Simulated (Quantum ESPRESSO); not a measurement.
## BP in Quantum ESPRESSO: the effect of functional

The system is BP.

```
P B
1.0
     0.00000    2.26900    2.26900
     2.26900    0.00000    2.26900
     2.26900    2.26900    0.00000
P B
1 1
Cartesian
  3.4035 3.4035 3.4035
  0.0000 0.0000 0.0000
```

Alike in all runs:

| Property | Result |
| --- | --- |
| Program | Quantum ESPRESSO 7.5 |
| Task | dielectric tensor |
| Cutoff | 612 eV |
| Density cutoff | 4898 eV |
| k mesh | 8 × 8 × 8, shifted |
| Occupations | fermi-dirac, width 0.05 eV |
| Spin | no spin polarisation |

Q: One run gave: pressure 6.9 GPa; dielectric constant 8.79 mean. Which functional did it use?
A. LDA
B. PBEsol
C. AM05
D. WC
E. BLYP

A: E.

| functional | potentials or basis | pressure (GPa) | dielectric constant (mean) |
| --- | --- | --- | --- |
| LDA | GBRV 1.5 LDA | -4.9 | 9.20 |
| PBEsol | GBRV 1.5 PBEsol | -1.9 | 9.31 |
| WC | GBRV 1.5 PBE | -1.7 | 9.31 |
| BLYP | GBRV 1.5 PBE | 6.9 | 8.79 |
| AM05 | GBRV 1.5 PBE | -2.3 | 9.35 |

Caveats: the potentials were made for another functional, which shifts forces and pressure (some runs); the cell is more than 3 GPa from zero pressure, which shifts response properties (some runs).

Not every run made on this cell is shown here.
